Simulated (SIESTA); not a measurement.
## PtS2 under changes of volume

One of the cells (18.261 Å³/atom); the others are scaled copies at fixed shape and fractional positions:

```
Pt S
1.0
     3.54320    0.00000    0.00000
    -1.77160    3.06850    0.00000
     0.00000    0.00000    5.03880
Pt S
1 2
Cartesian
  0.0000 0.0000 0.0000
  1.7716 1.0228 3.8950
  0.0000 2.0457 1.1438
```

```yaml
Program: SIESTA 5.4.2
Functional: PBEsol
Potentials_or_basis: PseudoDojo 0.4 standard (PBEsol files)
Basis: DZP (energy shift 0.003 Ry; two zetas on semicore shells)
Grid_cutoff: 800 Ry
Energy_shift: 0.003 Ry
k_mesh: 9 × 9 × 5
Occupations: fermi-dirac, width 0.05 eV
Spin: no spin polarisation
```

```csv
volume (Å³/atom),energy over the lowest point (meV/atom),pressure (GPa),gap on the mesh (eV),largest force (eV/Å)
17.165,137.70,22.2,0.97,2.769
17.531,92.65,17.5,0.95,2.354
17.896,57.69,13.3,0.93,1.969
18.261,31.81,9.5,0.91,1.612
18.626,?,?,?,?
18.992,3.82,3.1,0.85,0.979
19.357,0.00,0.3,0.83,0.698
```

**Question.** What does the run at 18.626 Å³/atom give?

**Answer.** Energy over the lowest point 14.19 meV/atom; pressure 6.1 GPa; gap on the mesh 0.88 eV; largest force 1.282 eV/Å.

Worked out: A Birch-Murnaghan fit of order 3 (a polynomial in V^(-2/3)) to the other rows has its minimum at 19.40 Å³/atom, just outside them, with B0 = V·E''(V) = 137 GPa and B' = 4.5 at fixed shape and positions, which overstates the stiffness. It gives 14.16 meV/atom at 18.626 Å³/atom, against the run's 14.19, and -dE/dV = 6.1 GPa, against 6.1. A parabola through the other rows of the gap, of slope -1.31 eV per unit of ln V there, gives 0.88 eV, against the run's 0.88.

Energies are extrapolated to zero smearing.

Caveats: short orbitals over semicore shells can move pressures by several GPa; spin-orbit coupling is left out, which moves the levels of the heavy elements; an odd mesh through Γ misses points on the zone boundary, where band edges often lie; the basis of atomic orbitals isn't converged, which shifts pressures, moduli and gaps; forces of over 1 eV/Å show positions far from the minimum, so gaps and moduli don't describe the material at rest (some runs).
